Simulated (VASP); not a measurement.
Wanted: the native input for a VASP 6.6.1 run.

```
Task                   : relaxation of cell and atoms
Functional             : PBE
Dispersion             : D3(BJ)
Potentials or basis    : VASP PAW PBE potentials, release 64 (Sn_d, Se)
Cutoff                 : 600 eV
k mesh                 : 9 × 9 × 5
Occupations            : gaussian, width 0.03 eV
Spin                   : no spin polarisation
Further INCAR settings : ALGO = Normal; EDIFF = 1e-06; IBRION = 2; EDIFFG = -0.01; NSW = 90; ISIF = 3
```

The structure of SnSe2 lies in POSCAR:

```
SnSe2
1.0
    3.8110000000      0.0000000000      0.0000000000
   -1.9055000000      3.3004228138      0.0000000000
    0.0000000000      0.0000000000      6.1360000000
Sn Se
1 2
Direct
    0.0000000000      0.0000000000      0.0000000000
    0.3333333333      0.6666666667      0.2490000000
    0.6666666667      0.3333333333      0.7510000000
```

These files were run (other wordings do the same):

INCAR

```
PREC = Accurate
ENCUT = 600
EDIFF = 1E-6
ISMEAR = 0
SIGMA = 0.03
LREAL = False
LASPH = True
NELM = 80
ALGO = Normal
ISIF = 3
LWAVE = False
LCHARG = False
GGA = PE
IVDW = 12
IBRION = 2
NSW = 90
EDIFFG = -0.01
KPAR = 2
```

KPOINTS

```
Automatic mesh
0
Gamma
  9 9 5
```

Potentials or basis: VASP PAW PBE potentials, release 64 (Sn_d, Se).

Run with:

```bash
$ cat potpaw_PBE.64/Sn_d/POTCAR potpaw_PBE.64/Se/POTCAR > POTCAR
$ mpirun -np 2 vasp_std > vasp.out
```

It gave:

```
Relaxed volume                         : 25.57 Å³/atom
Relaxed cell                           : a = 3.839 Å, b = 3.839 Å, c = 6.009 Å, α = 90.00°, β = 90.00°, γ = 120.00°
Space group after relaxing (to 0.05 Å) : P-3m1 (No. 164)
Energy gained by relaxing              : 22.5 meV/atom
Ionic steps                            : 15
Pressure after relaxing                : 0.0 GPa
Largest force after relaxing           : 0.009 eV/Å
Band gap on the k mesh                 : 0.43 eV, indirect (least direct gap 0.82 eV)
Dispersion energy per atom             : -0.364 eV
```

Caveat: spin-orbit coupling is left out, which moves the levels of the heavy elements; an odd mesh through Γ misses points on the zone boundary, where band edges often lie.

Run time: 2.3 min on 2 MPI ranks on Intel(R) Xeon(R) 6975P-C (Granite Rapids), on a shared host, peak memory 0.27 GiB a rank.
